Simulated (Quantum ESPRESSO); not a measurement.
Crystal: KBr.

```
Br K
1.0
     0.00000    3.30000    3.30000
     3.30000    0.00000    3.30000
     3.30000    3.30000    0.00000
Br K
1 1
Cartesian
  3.3000 3.3000 3.3000
  0.0000 0.0000 0.0000
```

| Property | Result |
| --- | --- |
| Program | Quantum ESPRESSO 7.5 |
| Task | single point |
| Functional | PBE |
| Potentials or basis | SSSP 1.3 efficiency PBE |
| Cutoff | 816 eV |
| Density cutoff | 6531 eV |
| k mesh | 7 × 7 × 7 |
| Occupations | fermi-dirac, width 0.05 eV |
| Spin | no spin polarisation |

On this cell: pressure 0.7 GPa; largest force zero by symmetry; band gap on the k mesh 4.44 eV, direct.

The same run follows on a disturbed copy (atoms moved at random, drawn with an rms of 0.05 Å):

```
Br K
1.0
     0.00000    3.30000    3.30000
     3.30000    0.00000    3.30000
     3.30000    3.30000    0.00000
Br K
1 1
Cartesian
  3.3323 3.3097 3.3103
  0.0259 -0.0284 0.0328
```

Question: What changes?

Answer: The energy moves by +0.6 meV/atom; pressure 0.7 GPa; largest force 0.055 eV/Å; band gap on the k mesh 4.44 eV, direct.

Forces in eV/Å, atoms in the order of the input:
```
Br  -0.008 -0.047  0.027
K    0.008  0.047 -0.027
```

Caveats: an odd mesh through Γ misses points on the zone boundary, where band edges often lie.
